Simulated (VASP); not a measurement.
# SrO (Fm-3m) in VASP: notebook, part 5 of 7

VASP 6.6.1. Earlier steps stand in the parts before.

### Step 63. Equation of state, PBE, 17.41 Å³/atom

INCAR

```
SYSTEM = SrO
PREC     = Accurate       ! precision mode
ENCUT    = 800            ! plane-wave cutoff, eV
EDIFF    = 0.01           ! SCF threshold, eV
ISMEAR   = 0              ! smearing method
SIGMA    = 0.05           ! smearing width, eV
LREAL    = .FALSE.        ! projectors in reciprocal space
LASPH    = .TRUE.         ! aspherical terms in the spheres
NELM     = 100            ! most SCF steps
ALGO     = Normal         ! electronic algorithm
ISIF     = 2              ! what is computed and relaxed
LWAVE    = .FALSE.        ! write WAVECAR
LCHARG   = .FALSE.        ! write CHGCAR
GGA      = PE             ! functional
ADDGRID  = .FALSE.
```

KPOINTS

```
regular mesh
0
G
  8 8 8
  0 0 0
```

POSCAR

```
SrO
1.0
    0.0000000000      2.5917105635      2.5917105635
    2.5917105635      0.0000000000      2.5917105635
    2.5917105635      2.5917105635      0.0000000000
Sr O
1 1
Direct
    0.5000000000      0.5000000000      0.5000000000
    0.0000000000      0.0000000000      0.0000000000
```

Potentials or basis: VASP PAW PBE potentials, release 64 (Sr_sv, O_h).

The run is started by

```
> cat potpaw_PBE.64/Sr_sv/POTCAR potpaw_PBE.64/O_h/POTCAR > POTCAR
> mpirun -np 1 vasp_std > vasp.out
```

It took 39 s on 1 thread of Intel Xeon Platinum 8375C at 2.90GHz (Ice Lake), shared host; peak memory 0.21 GiB.

These settings aren't checked as converged: the numbers below hold their error.

What came out:

```yaml
Free_energy: -12.0563 eV
Band_gap_on_the_k_mesh: 3.25 eV, indirect (least direct gap 3.35 eV)
```

Caveat: the cutoff is under 1.25 times the usual one of these potentials, so pressure, stress and relaxed cells hold a basis-set (Pulay) error.

### Step 64. Equation of state, PBE, 16.39 Å³/atom

INCAR, as its differences from that of step 63:

```diff
@@ -3,3 +3,3 @@
 ENCUT    = 800            ! plane-wave cutoff, eV
-EDIFF    = 0.01           ! SCF threshold, eV
+EDIFF    = 0.001          ! SCF threshold, eV
 ISMEAR   = 0              ! smearing method
```

KPOINTS is that of step 63.

POSCAR

```
SrO
1.0
    0.0000000000      2.5403760054      2.5403760054
    2.5403760054      0.0000000000      2.5403760054
    2.5403760054      2.5403760054      0.0000000000
Sr O
1 1
Direct
    0.5000000000      0.5000000000      0.5000000000
    0.0000000000      0.0000000000      0.0000000000
```

The run is started by

```
> cat potpaw_PBE.64/Sr_sv/POTCAR potpaw_PBE.64/O_h/POTCAR > POTCAR
> mpirun -np 1 vasp_std > vasp.out
```

It took 28 s on 1 thread of Intel Xeon Platinum 8375C at 2.90GHz (Ice Lake), shared host; peak memory 0.2 GiB.

These settings aren't checked as converged: the numbers below hold their error.

Results:

- Free energy: -12.0056 eV
- Band gap on the k mesh: 3.23 eV, indirect (least direct gap 3.29 eV)

Caveat: the cutoff is under 1.25 times the usual one of these potentials, so pressure, stress and relaxed cells hold a basis-set (Pulay) error.

### Step 65. Equation of state, PBE, 17.41 Å³/atom

INCAR is that of step 64.

KPOINTS is that of step 64.

POSCAR

```
SrO
1.0
    0.0000000000      2.5917105635      2.5917105635
    2.5917105635      0.0000000000      2.5917105635
    2.5917105635      2.5917105635      0.0000000000
Sr O
1 1
Direct
    0.5000000000      0.5000000000      0.5000000000
    0.0000000000      0.0000000000      0.0000000000
```

The run is started by

```
> cat potpaw_PBE.64/Sr_sv/POTCAR potpaw_PBE.64/O_h/POTCAR > POTCAR
> mpirun -np 1 vasp_std > vasp.out
```

Run time: 41 s. Hardware: 1 thread of Intel Xeon Platinum 8375C at 2.90GHz (Ice Lake), shared host; peak memory 0.22 GiB.

The run converged, but some of its settings lie outside the range that counts as converged, so its numbers aren't taken as properties of the crystal.

What came out:

| Property | Result |
| --- | --- |
| Free energy | -12.0574 eV |
| Band gap on the k mesh | 3.26 eV, indirect (least direct gap 3.37 eV) |

Caveat: the cutoff is under 1.25 times the usual one of these potentials, so pressure, stress and relaxed cells hold a basis-set (Pulay) error.

### Step 66. Equation of state, PBE, 16.39 Å³/atom

INCAR, as its differences from that of step 65:

```diff
@@ -3,3 +3,3 @@
 ENCUT    = 800            ! plane-wave cutoff, eV
-EDIFF    = 0.001          ! SCF threshold, eV
+EDIFF    = 1E-4           ! SCF threshold, eV
 ISMEAR   = 0              ! smearing method
```

KPOINTS is that of step 65.

POSCAR

```
SrO
1.0
    0.0000000000      2.5403760054      2.5403760054
    2.5403760054      0.0000000000      2.5403760054
    2.5403760054      2.5403760054      0.0000000000
Sr O
1 1
Direct
    0.5000000000      0.5000000000      0.5000000000
    0.0000000000      0.0000000000      0.0000000000
```

Potentials or basis: VASP PAW PBE potentials, release 64 (Sr_sv, O_h).

The run is started by

```
> cat potpaw_PBE.64/Sr_sv/POTCAR potpaw_PBE.64/O_h/POTCAR > POTCAR
> mpirun -np 1 vasp_std > vasp.out
```

Run time: 41 s. Hardware: 1 thread of Intel Xeon Platinum 8375C at 2.90GHz (Ice Lake), shared host; peak memory 0.22 GiB.

These settings aren't checked as converged: the numbers below hold their error.

Results:

```
Free energy            : -12.0057 eV
Band gap on the k mesh : 3.24 eV, indirect (least direct gap 3.31 eV)
```

Caveat: the cutoff is under 1.25 times the usual one of these potentials, so pressure, stress and relaxed cells hold a basis-set (Pulay) error.

### Step 67. Equation of state, PBE, 17.41 Å³/atom

INCAR is that of step 66.

KPOINTS is that of step 66.

POSCAR

```
SrO
1.0
    0.0000000000      2.5917105635      2.5917105635
    2.5917105635      0.0000000000      2.5917105635
    2.5917105635      2.5917105635      0.0000000000
Sr O
1 1
Direct
    0.5000000000      0.5000000000      0.5000000000
    0.0000000000      0.0000000000      0.0000000000
```

The run is started by

```
> cat potpaw_PBE.64/Sr_sv/POTCAR potpaw_PBE.64/O_h/POTCAR > POTCAR
> mpirun -np 1 vasp_std > vasp.out
```

Wall time 36 s (1 thread of Intel Xeon Platinum 8375C at 2.90GHz (Ice Lake), shared host); peak memory 0.21 GiB.

These settings aren't checked as converged: the numbers below hold their error.

Results:

```yaml
Free_energy: -12.0575 eV
Band_gap_on_the_k_mesh: 3.28 eV, indirect (least direct gap 3.38 eV)
```

Caveat: the cutoff is under 1.25 times the usual one of these potentials, so pressure, stress and relaxed cells hold a basis-set (Pulay) error.

### Step 68. Equation of state, PBE, 16.39 Å³/atom

INCAR, as its differences from that of step 67:

```diff
@@ -3,3 +3,3 @@
 ENCUT    = 800            ! plane-wave cutoff, eV
-EDIFF    = 1E-4           ! SCF threshold, eV
+EDIFF    = 1E-5           ! SCF threshold, eV
 ISMEAR   = 0              ! smearing method
```

KPOINTS is that of step 67.

POSCAR

```
SrO
1.0
    0.0000000000      2.5403760054      2.5403760054
    2.5403760054      0.0000000000      2.5403760054
    2.5403760054      2.5403760054      0.0000000000
Sr O
1 1
Direct
    0.5000000000      0.5000000000      0.5000000000
    0.0000000000      0.0000000000      0.0000000000
```

The run is started by

```
> cat potpaw_PBE.64/Sr_sv/POTCAR potpaw_PBE.64/O_h/POTCAR > POTCAR
> mpirun -np 1 vasp_std > vasp.out
```

Wall time 38 s (1 thread of Intel Xeon Platinum 8375C at 2.90GHz (Ice Lake), shared host); peak memory 0.21 GiB.

These settings aren't checked as converged: the numbers below hold their error.

What came out:

```
Free energy            : -12.0057 eV
Band gap on the k mesh : 3.24 eV, indirect (least direct gap 3.31 eV)
```

Caveat: the cutoff is under 1.25 times the usual one of these potentials, so pressure, stress and relaxed cells hold a basis-set (Pulay) error.

### Step 69. Equation of state, PBE, 17.41 Å³/atom

INCAR is that of step 68.

KPOINTS is that of step 68.

POSCAR

```
SrO
1.0
    0.0000000000      2.5917105635      2.5917105635
    2.5917105635      0.0000000000      2.5917105635
    2.5917105635      2.5917105635      0.0000000000
Sr O
1 1
Direct
    0.5000000000      0.5000000000      0.5000000000
    0.0000000000      0.0000000000      0.0000000000
```

Potentials or basis: VASP PAW PBE potentials, release 64 (Sr_sv, O_h).

The run is started by

```
> cat potpaw_PBE.64/Sr_sv/POTCAR potpaw_PBE.64/O_h/POTCAR > POTCAR
> mpirun -np 1 vasp_std > vasp.out
```

It took 35 s on 1 thread of Intel Xeon Platinum 8375C at 2.90GHz (Ice Lake), shared host; peak memory 0.21 GiB.

These settings aren't checked as converged: the numbers below hold their error.

Results:

```
Free energy            : -12.0575 eV
Band gap on the k mesh : 3.28 eV, indirect (least direct gap 3.38 eV)
```

Caveat: the cutoff is under 1.25 times the usual one of these potentials, so pressure, stress and relaxed cells hold a basis-set (Pulay) error.

### Step 70. Equation of state, PBE, 16.39 Å³/atom

INCAR, as its differences from that of step 69:

```diff
@@ -3,3 +3,3 @@
 ENCUT    = 800            ! plane-wave cutoff, eV
-EDIFF    = 1E-5           ! SCF threshold, eV
+EDIFF    = 1E-6           ! SCF threshold, eV
 ISMEAR   = 0              ! smearing method
```

KPOINTS is that of step 69.

POSCAR

```
SrO
1.0
    0.0000000000      2.5403760054      2.5403760054
    2.5403760054      0.0000000000      2.5403760054
    2.5403760054      2.5403760054      0.0000000000
Sr O
1 1
Direct
    0.5000000000      0.5000000000      0.5000000000
    0.0000000000      0.0000000000      0.0000000000
```

The run is started by

```
> cat potpaw_PBE.64/Sr_sv/POTCAR potpaw_PBE.64/O_h/POTCAR > POTCAR
> mpirun -np 1 vasp_std > vasp.out
```

It took 39 s on 1 thread of Intel Xeon Platinum 8375C at 2.90GHz (Ice Lake), shared host; peak memory 0.21 GiB.

These settings aren't checked as converged: the numbers below hold their error.

Results:

| Quantity | Value |
| --- | --- |
| Free energy | -12.0057 eV |
| Band gap on the k mesh | 3.24 eV, indirect (least direct gap 3.31 eV) |

Caveat: the cutoff is under 1.25 times the usual one of these potentials, so pressure, stress and relaxed cells hold a basis-set (Pulay) error.

### Step 71. Equation of state, PBE, 17.41 Å³/atom

INCAR is that of step 70.

KPOINTS is that of step 70.

POSCAR

```
SrO
1.0
    0.0000000000      2.5917105635      2.5917105635
    2.5917105635      0.0000000000      2.5917105635
    2.5917105635      2.5917105635      0.0000000000
Sr O
1 1
Direct
    0.5000000000      0.5000000000      0.5000000000
    0.0000000000      0.0000000000      0.0000000000
```

The run is started by

```
> cat potpaw_PBE.64/Sr_sv/POTCAR potpaw_PBE.64/O_h/POTCAR > POTCAR
> mpirun -np 1 vasp_std > vasp.out
```

Wall time 40 s (1 thread of Intel Xeon Platinum 8375C at 2.90GHz (Ice Lake), shared host); peak memory 0.21 GiB.

The run converged, but some of its settings lie outside the range that counts as converged, so its numbers aren't taken as properties of the crystal.

What came out:

| Property | Result |
| --- | --- |
| Free energy | -12.0575 eV |
| Band gap on the k mesh | 3.28 eV, indirect (least direct gap 3.38 eV) |

Caveat: the cutoff is under 1.25 times the usual one of these potentials, so pressure, stress and relaxed cells hold a basis-set (Pulay) error.

### Step 72. Equation of state, PBE, 16.39 Å³/atom

INCAR, as its differences from that of step 71:

```diff
@@ -3,3 +3,3 @@
 ENCUT    = 800            ! plane-wave cutoff, eV
-EDIFF    = 1E-6           ! SCF threshold, eV
+EDIFF    = 1E-7           ! SCF threshold, eV
 ISMEAR   = 0              ! smearing method
@@ -14,2 +14,2 @@
 GGA      = PE             ! functional
-ADDGRID  = .FALSE.
+ADDGRID  = .TRUE.
```

KPOINTS is that of step 71.

POSCAR

```
SrO
1.0
    0.0000000000      2.5403760054      2.5403760054
    2.5403760054      0.0000000000      2.5403760054
    2.5403760054      2.5403760054      0.0000000000
Sr O
1 1
Direct
    0.5000000000      0.5000000000      0.5000000000
    0.0000000000      0.0000000000      0.0000000000
```

Potentials or basis: VASP PAW PBE potentials, release 64 (Sr_sv, O_h).

The run is started by

```
> cat potpaw_PBE.64/Sr_sv/POTCAR potpaw_PBE.64/O_h/POTCAR > POTCAR
> mpirun -np 1 vasp_std > vasp.out
```

Wall time 77 s (1 thread of Intel Xeon Platinum 8375C at 2.90GHz (Ice Lake), shared host); peak memory 0.41 GiB.

These settings aren't checked as converged: the numbers below hold their error.

Results:

- Free energy: -12.0057 eV
- Band gap on the k mesh: 3.24 eV, indirect (least direct gap 3.31 eV)

Caveat: the cutoff is under 1.25 times the usual one of these potentials, so pressure, stress and relaxed cells hold a basis-set (Pulay) error.

### Step 73. Equation of state, PBE, 17.41 Å³/atom

INCAR is that of step 72.

KPOINTS is that of step 72.

POSCAR

```
SrO
1.0
    0.0000000000      2.5917105635      2.5917105635
    2.5917105635      0.0000000000      2.5917105635
    2.5917105635      2.5917105635      0.0000000000
Sr O
1 1
Direct
    0.5000000000      0.5000000000      0.5000000000
    0.0000000000      0.0000000000      0.0000000000
```

The run is started by

```
> cat potpaw_PBE.64/Sr_sv/POTCAR potpaw_PBE.64/O_h/POTCAR > POTCAR
> mpirun -np 1 vasp_std > vasp.out
```

It took 74 s on 1 thread of Intel Xeon Platinum 8375C at 2.90GHz (Ice Lake), shared host; peak memory 0.41 GiB.

The run converged, but some of its settings lie outside the range that counts as converged, so its numbers aren't taken as properties of the crystal.

What came out:

* Free energy: -12.0575 eV
* Band gap on the k mesh: 3.28 eV, indirect (least direct gap 3.38 eV)

Caveat: the cutoff is under 1.25 times the usual one of these potentials, so pressure, stress and relaxed cells hold a basis-set (Pulay) error.

### Step 74. Equation of state, PBE, 16.39 Å³/atom

INCAR, as its differences from that of step 73:

```diff
@@ -7,3 +7,3 @@
 LREAL    = .FALSE.        ! projectors in reciprocal space
-LASPH    = .TRUE.         ! aspherical terms in the spheres
+LASPH    = .FALSE.        ! aspherical terms in the spheres
 NELM     = 100            ! most SCF steps
@@ -14,2 +14,2 @@
 GGA      = PE             ! functional
-ADDGRID  = .TRUE.
+ADDGRID  = .FALSE.
```

KPOINTS is that of step 73.

POSCAR

```
SrO
1.0
    0.0000000000      2.5403760054      2.5403760054
    2.5403760054      0.0000000000      2.5403760054
    2.5403760054      2.5403760054      0.0000000000
Sr O
1 1
Direct
    0.5000000000      0.5000000000      0.5000000000
    0.0000000000      0.0000000000      0.0000000000
```

The run is started by

```
> cat potpaw_PBE.64/Sr_sv/POTCAR potpaw_PBE.64/O_h/POTCAR > POTCAR
> mpirun -np 1 vasp_std > vasp.out
```

It took 38 s on 1 thread of Intel Xeon Platinum 8375C at 2.90GHz (Ice Lake), shared host; peak memory 0.21 GiB.

The run converged, but some of its settings lie outside the range that counts as converged, so its numbers aren't taken as properties of the crystal.

Results:

| Item | Value |
| --- | --- |
| Free energy | -12.0057 eV |
| Band gap on the k mesh | 3.24 eV, indirect (least direct gap 3.31 eV) |

Caveat: the cutoff is under 1.25 times the usual one of these potentials, so pressure, stress and relaxed cells hold a basis-set (Pulay) error.

### Step 75. Equation of state, PBE, 17.41 Å³/atom

INCAR is that of step 74.

KPOINTS is that of step 74.

POSCAR

```
SrO
1.0
    0.0000000000      2.5917105635      2.5917105635
    2.5917105635      0.0000000000      2.5917105635
    2.5917105635      2.5917105635      0.0000000000
Sr O
1 1
Direct
    0.5000000000      0.5000000000      0.5000000000
    0.0000000000      0.0000000000      0.0000000000
```

Potentials or basis: VASP PAW PBE potentials, release 64 (Sr_sv, O_h).

The run is started by

```
> cat potpaw_PBE.64/Sr_sv/POTCAR potpaw_PBE.64/O_h/POTCAR > POTCAR
> mpirun -np 1 vasp_std > vasp.out
```

Run time: 46 s. Hardware: 1 thread of Intel Xeon Platinum 8375C at 2.90GHz (Ice Lake), shared host; peak memory 0.21 GiB.

The run converged, but some of its settings lie outside the range that counts as converged, so its numbers aren't taken as properties of the crystal.

What came out:

| Quantity | Value |
| --- | --- |
| Free energy | -12.0575 eV |
| Band gap on the k mesh | 3.28 eV, indirect (least direct gap 3.38 eV) |

Caveat: the cutoff is under 1.25 times the usual one of these potentials, so pressure, stress and relaxed cells hold a basis-set (Pulay) error.

### Step 76. Equation of state, PBE, 16.39 Å³/atom

INCAR

```
SYSTEM = SrO
PREC     = Normal         ! precision mode
ENCUT    = 800            ! plane-wave cutoff, eV
EDIFF    = 1E-4           ! SCF threshold, eV
ISMEAR   = 0              ! smearing method
SIGMA    = 0.05           ! smearing width, eV
LREAL    = Auto         
LASPH    = .TRUE.         ! aspherical terms in the spheres
NELM     = 100            ! most SCF steps
ALGO     = Normal         ! electronic algorithm
ISIF     = 2              ! what is computed and relaxed
LWAVE    = .FALSE.        ! write WAVECAR
LCHARG   = .FALSE.        ! write CHGCAR
GGA      = PE             ! functional
ADDGRID  = .FALSE.
```

KPOINTS is that of step 75.

POSCAR

```
SrO
1.0
    0.0000000000      2.5403760054      2.5403760054
    2.5403760054      0.0000000000      2.5403760054
    2.5403760054      2.5403760054      0.0000000000
Sr O
1 1
Direct
    0.5000000000      0.5000000000      0.5000000000
    0.0000000000      0.0000000000      0.0000000000
```

The run is started by

```
> cat potpaw_PBE.64/Sr_sv/POTCAR potpaw_PBE.64/O_h/POTCAR > POTCAR
> mpirun -np 1 vasp_std > vasp.out
```

It took 27 s on 1 thread of Intel Xeon Platinum 8375C at 2.90GHz (Ice Lake), shared host; peak memory 0.16 GiB.

The run converged, but some of its settings lie outside the range that counts as converged, so its numbers aren't taken as properties of the crystal.

Results:

| Item | Value |
| --- | --- |
| Free energy | -12.0070 eV |
| Band gap on the k mesh | 3.24 eV, indirect (least direct gap 3.31 eV) |

Caveat: the cutoff is under 1.25 times the usual one of these potentials, so pressure, stress and relaxed cells hold a basis-set (Pulay) error.

### Step 77. Equation of state, PBE, 17.41 Å³/atom

INCAR is that of step 76.

KPOINTS is that of step 76.

POSCAR

```
SrO
1.0
    0.0000000000      2.5917105635      2.5917105635
    2.5917105635      0.0000000000      2.5917105635
    2.5917105635      2.5917105635      0.0000000000
Sr O
1 1
Direct
    0.5000000000      0.5000000000      0.5000000000
    0.0000000000      0.0000000000      0.0000000000
```

The run is started by

```
> cat potpaw_PBE.64/Sr_sv/POTCAR potpaw_PBE.64/O_h/POTCAR > POTCAR
> mpirun -np 1 vasp_std > vasp.out
```

It took 32 s on 1 thread of Intel Xeon Platinum 8375C at 2.90GHz (Ice Lake), shared host; peak memory 0.16 GiB.

These settings aren't checked as converged: the numbers below hold their error.

What came out:

- Free energy: -12.0589 eV
- Band gap on the k mesh: 3.28 eV, indirect (least direct gap 3.38 eV)

Caveat: the cutoff is under 1.25 times the usual one of these potentials, so pressure, stress and relaxed cells hold a basis-set (Pulay) error.

### Step 78. Equation of state, PBE, 16.39 Å³/atom

INCAR

```
SYSTEM = SrO
PREC     = Accurate       ! precision mode
ENCUT    = 1100           ! plane-wave cutoff, eV
EDIFF    = 1E-7           ! SCF threshold, eV
ISMEAR   = 0              ! smearing method
SIGMA    = 0.05           ! smearing width, eV
LREAL    = .FALSE.        ! projectors in reciprocal space
LASPH    = .TRUE.         ! aspherical terms in the spheres
NELM     = 100            ! most SCF steps
ALGO     = Normal         ! electronic algorithm
ISIF     = 2              ! what is computed and relaxed
LWAVE    = .FALSE.        ! write WAVECAR
LCHARG   = .FALSE.        ! write CHGCAR
GGA      = PE             ! functional
ADDGRID  = .FALSE.
```

KPOINTS

```
regular mesh
0
G
  7 7 7
  0 0 0
```

POSCAR

```
SrO
1.0
    0.0000000000      2.5403760054      2.5403760054
    2.5403760054      0.0000000000      2.5403760054
    2.5403760054      2.5403760054      0.0000000000
Sr O
1 1
Direct
    0.5000000000      0.5000000000      0.5000000000
    0.0000000000      0.0000000000      0.0000000000
```

Potentials or basis: VASP PAW PBE potentials, release 64 (Sr_sv, O_h).

The run is started by

```
> cat potpaw_PBE.64/Sr_sv/POTCAR potpaw_PBE.64/O_h/POTCAR > POTCAR
> mpirun -np 1 vasp_std > vasp.out
```

Run time: 48 s. Hardware: 1 thread of Intel Xeon Platinum 8375C at 2.90GHz (Ice Lake), shared host; peak memory 0.25 GiB.

The run converged, but some of its settings lie outside the range that counts as converged, so its numbers aren't taken as properties of the crystal.

Results:

```yaml
Free_energy: -12.0081 eV
Pressure: 7.3 GPa
Band_gap_on_the_k_mesh: 3.34 eV, indirect (least direct gap 3.42 eV)
```

Caveat: an odd mesh through Γ misses points on the zone boundary, where band edges often lie.

### Step 79. Equation of state, PBE, 17.41 Å³/atom

INCAR is that of step 78.

KPOINTS is that of step 78.

POSCAR

```
SrO
1.0
    0.0000000000      2.5917105635      2.5917105635
    2.5917105635      0.0000000000      2.5917105635
    2.5917105635      2.5917105635      0.0000000000
Sr O
1 1
Direct
    0.5000000000      0.5000000000      0.5000000000
    0.0000000000      0.0000000000      0.0000000000
```

The run is started by

```
> cat potpaw_PBE.64/Sr_sv/POTCAR potpaw_PBE.64/O_h/POTCAR > POTCAR
> mpirun -np 1 vasp_std > vasp.out
```

Wall time 42 s (1 thread of Intel Xeon Platinum 8375C at 2.90GHz (Ice Lake), shared host); peak memory 0.26 GiB.

These settings aren't checked as converged: the numbers below hold their error.

Results:

* Free energy: -12.0599 eV
* Pressure: 1.1 GPa
* Band gap on the k mesh: 3.37 eV, indirect (least direct gap 3.49 eV)

Caveat: an odd mesh through Γ misses points on the zone boundary, where band edges often lie.

[end of part 5 of 7]
